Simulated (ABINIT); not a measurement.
Fe:

```
Fe
1.0
    -1.44300    1.44300    1.44300
     1.44300   -1.44300    1.44300
     1.44300    1.44300   -1.44300
Fe
1
Direct
  0.00000 0.00000 0.00000
```

Program: ABINIT 10.8.3 (patched build). Alike in all runs: potentials or basis JTH PAW PBE v2.0; spin collinear, ferromagnetic start; cell as given; cutoff (eV) 707; smearing fermi-dirac 0.05 eV.

Question: Order these runs on this cell by their pressure, lowest first.
A. level BLYP; k mesh 13 × 13 × 13; mesh quality not flagged
B. level PW91; k mesh 13 × 13 × 13; mesh quality not flagged
C. level PBEsol; k mesh 13 × 13 × 13; mesh quality not flagged
D. level rPW86PBE; k mesh 13 × 13 × 13; mesh quality not flagged
E. level PBE; k mesh 8 × 8 × 8; mesh quality coarse

Answer: C (-18.2 GPa), B (-10.9 GPa), E (-8.1 GPa), D (-4.7 GPa), A (-2.8 GPa).

Caveats: some runs use coarse meshes; the PAW data sets were made with another functional, which shifts forces and pressure a little (some runs); so large a pressure means that the cell lies far from this level's equilibrium, or that cutoff or potentials fall short (some runs); the potentials were made for another functional, which shifts forces and pressure (some runs).

Not every run made on this cell is shown here.
